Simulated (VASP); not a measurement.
SiC (Moissanite 3C): relaxation of cell and atoms with PBE

SiC (Moissanite 3C):

```
Si C
1.0
     0.00000    2.17900    2.17900
     2.17900    0.00000    2.17900
     2.17900    2.17900    0.00000
Si C
1 1
Direct
  0.00000 0.00000 0.00000
  0.75000 0.75000 0.75000
```

| Property | Result |
| --- | --- |
| Program | VASP 6.6.1 |
| Task | relaxation of cell and atoms |
| Functional | PBE |
| Potentials or basis | VASP PAW PBE potentials, release 64 (Si, C) |
| Cutoff | 580 eV |
| k mesh | 10 × 10 × 10 |
| Occupations | fermi-dirac, width 0.05 eV |
| Spin | no spin polarisation |
| Further INCAR settings | ALGO = Fast; EDIFF = 1e-06; IBRION = 2; EDIFFG = -0.01; NSW = 40; ISIF = 3 |

| Property | Result |
| --- | --- |
| Relaxed volume | 10.49 Å³/atom |
| Relaxed cell | a = 3.096 Å, b = 3.096 Å, c = 3.096 Å, α = 60.00°, β = 60.00°, γ = 60.00° |
| Space group after relaxing (to 0.05 Å) | F-43m (No. 216) |
| Energy gained by relaxing | 1.4 meV/atom |
| Ionic steps | 3 |
| Pressure after relaxing | 0.0 GPa |
| Band gap on the k mesh | 1.37 eV, indirect (least direct gap 4.53 eV) |

Step by step:
| step | energy change (eV) | largest force (eV/Å) | pressure (GPa) | volume (Å³) |
| --- | --- | --- | --- | --- |
| 1 | 0.0000 | 0.0000 | 3.11 | 20.69 |
| 2 | 0.0001 | 0.0000 | -3.05 | 21.30 |
| 3 | -0.0028 | 0.0000 | 0.00 | 20.99 |

Final structure:
```
CELL_PARAMETERS angstrom
0.00000 2.18940 2.18940
2.18940 0.00000 2.18940
2.18940 2.18940 0.00000
ATOMIC_POSITIONS crystal
Si 0.00000 0.00000 0.00000
C 0.75000 0.75000 0.75000
```

Levels at points of the mesh, in eV from the valence-band top:
| k point | band 1 | band 2 | band 3 | band 4 | band 5 | band 6 | band 7 | band 8 |
| --- | --- | --- | --- | --- | --- | --- | --- | --- |
| (0.00, 0.00, 0.00) | -15.29 | 0.00 | 0.00 | 0.00 | 6.07 | 7.21 | 7.21 | 7.21 |
| (0.50, 0.00, 0.00) | -11.78 | -8.46 | -1.05 | -1.05 | 5.31 | 7.17 | 7.17 | 9.98 |
| (0.50, 0.50, 0.00) | -10.34 | -7.75 | -3.16 | -3.16 | 1.37 | 4.27 | 13.87 | 13.87 |

Run time: 33 s on 1 thread of AMD EPYC 7571, on a shared host, peak memory 0.1 GiB.

A k mesh can miss the band edges. PBE usually gives volumes a little too large and moduli too small.
